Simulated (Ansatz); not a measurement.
Working through a single point of MgI2 (distorted cell)

Computed with the Python package of Ansatz (0.2.0).

The cells in order, each with its output:

```python
from pathlib import Path

import ansatz as az
import matplotlib.pyplot as plt
import numpy as np
from pymatgen.core import Structure
```

```python
structure = (
    az.Lattice.from_parameters(4.14, 4.140004, 6.88, alpha=90.0, beta=90.0, gamma=119.99997)
    .atom("Mg", (0.0515, 0.05603, 0.98414))
    .atom("I", (0.28164, 0.62152, 0.25951))
    .atom("I", (0.67106, 0.34034, 0.74184))
)
```

```python
structure.resolved().sites[-1]
```

    Site(symbol='I', position=(0.67106, 0.34034, 0.74184), moment=None, axis=None, held=None, saved=None)

```python
# the calculation
calculation = (
    structure.calculation()
    .kpoints(density=1.5)  # the mesh must be finer for metals
    .scf(tolerance=1e-08)
    .functional("pbe")
    .occupations("methfessel_paxton", width=0.05)  # smearing steadies the SCF of a metal
    .forces()  # minus the gradient of the free energy
    .density()  # keep the density on its grid
    .electron_localization_function()
    .output_files(volumetric_format="npy")
    .populations()  # projection on atomic orbitals
    .density_of_states(energy_step=0.1, method="smearing", broadening_width=0.15, projected=True)  # states per eV and cell
)
history = []
res = calculation.session().plan().execute(on_event=lambda event: history.append(event["data"]["dr2_ev"]) if event["event"] == "scf_iter" else None)
r = res.report
```

    DeckWarning: basis.ecutwfc = 420 eV, auto-derived from the records' recommended cutoffs: set by Mg (normal level)

```python
r["n_iterations"], r["closed_by"]
```

    (7, 'deck_thresholds')

```python
print("density residual by iteration (eV):", " ".join(f"{value:.1e}" for value in history[:40]))

for key in ("converged", "n_iterations", "n_electrons", "n_kpoints", "n_pw", "n_symmetry_ops", "free_energy_ev", "fermi_energy_ev"):
    print(f"{key:18s} {r[key]}")

if res.unlabelled_reasons:
    print("not a label:", res.unlabelled_reasons)
else:
    print(res.training_frame().splitlines()[0], "atoms in the frame")
```

    density residual by iteration (eV): 2.9e-03 6.9e-04 1.9e-04 1.0e-05 1.6e-06 5.5e-08 4.9e-09
    converged          True
    n_iterations       7
    n_electrons        44.0
    n_kpoints          10
    n_pw               1979
    n_symmetry_ops     1
    free_energy_ev     -16952.466278499476
    fermi_energy_ev    6.943498383155921
    3 atoms in the frame

```python
# ELF is 0.5 in a uniform gas and nears 1 where pairs localise
folder = Path(res.write_results("elf"))
elf = np.load(folder / "elf.npy")
peak = np.unravel_index(elf.argmax(), elf.shape)
print(f"largest ELF {elf.max():.3f} at grid fractions", np.round(np.array(peak) / elf.shape, 3))
for level in (0.2, 0.5, 0.7, 0.8, 0.9):
    print(f"share of the cell with ELF over {level}: {np.mean(elf > level):.3f}")
```

    largest ELF 0.932 at grid fractions [0.667 0.333 0.75 ]
    share of the cell with ELF over 0.2: 0.549
    share of the cell with ELF over 0.5: 0.358
    share of the cell with ELF over 0.7: 0.166
    share of the cell with ELF over 0.8: 0.007
    share of the cell with ELF over 0.9: 0.000

```python
files = Path(res.write_results("tables"))
print((files / "populations.tsv").read_text())
```

    # site	symbol	l	j	q
    # orbitals = lowdin
    # n_electrons = 44.000000
    # spilling = 0.005019
    0	Mg	0_2S	-	1.999165
    0	Mg	0_3S	-	0.637929
    0	Mg	1_2P	-	5.999960
    1	I	0_5S	-	1.964897
    1	I	1_5P	-	5.619607
    1	I	2_4D	-	9.999757
    2	I	0_5S	-	1.957335
    2	I	1_5P	-	5.600820
    2	I	2_4D	-	9.999702

```python
final = Structure(res.lattice.cell_ang, [s.symbol for s in res.lattice.sites], [s.position_frac for s in res.lattice.sites])
print(final)
```

    Full Formula (Mg1 I2)
    Reduced Formula: MgI2
    abc   :   4.140000   4.140004   6.880000
    angles:  90.000000  90.000000 119.999970
    pbc   :       True       True       True
    Sites (3)
      #  SP          a        b        c
    ---  ----  -------  -------  -------
      0  Mg    0.0515   0.05603  0.98414
      1  I     0.28164  0.62152  0.25951
      2  I     0.67106  0.34034  0.74184

```python
dos = res.density_of_states()
energy = np.asarray(dos.energies_ev) - dos.fermi_ev
projected = res.projected_density_of_states()
fig, ax = plt.subplots(figsize=(5, 3.4))
for name in sorted({site.species for site in projected.sites}):
    curve = sum(np.sum(part.g_bin_mean_per_ev, axis=0) for site in projected.sites if site.species == name for shell in site.shells for part in shell.curves)
    ax.plot(energy, curve, label=name)
    window = (energy > -4) & (energy <= 0)
    print(f"{name}: {curve[window].sum() * (energy[1] - energy[0]):.3f} projected states in the 4 eV under E_F")
ax.set(xlim=(-8, 6), xlabel="E - E_F (eV)", ylabel="states/eV")
ax.legend()
fig.savefig("pdos.png", dpi=100)
```

    I: 7.439 projected states in the 4 eV under E_F
    Mg: 0.026 projected states in the 4 eV under E_F

Total energies depend on the potentials; only differences at equal settings carry meaning. A total without «per atom» is that of the cell as typed. Along an axis with an odd division the mesh misses the point at one half; a gap read on a finite mesh is an upper bound on this functional's gap. Semilocal gaps usually lie well under measured ones. The k-point mesh is coarse, and energy and stress weren't tested for convergence. Only differences from the Fermi energy are physical; the zero of the scale is a convention. Projections exist only for the shells that the potentials hold, some of them semicore, and samples at single energies can miss narrow peaks. Of the deposited cell: the entry's cell lengths or inner coordinates differ somewhat from later room-temperature determinations. In a crystal with a gap the Fermi level's place inside it depends on smearing and mesh. The crystal has a gap of about 3.05 eV on the mesh; any density of states at or just above the Fermi level is the tail of the broadening. Densities and potentials on the grid are those of the valence electrons, and inside the cores they hang on the potentials used. The cell is a database structure, distorted on purpose. Warnings are shown shortened and without file and line. The computed bands are complete only to about 5.1 eV above the Fermi level; beyond that the density of states is undercounted. Hardware and time: 3.2 s on 1 thread of Intel(R) Xeon(R) Platinum 8375C CPU @ 2.90GHz (Ice Lake), on a shared host, peak memory 0.45 GiB.

(Lines on the test bed's own set-up are left out of the output.)
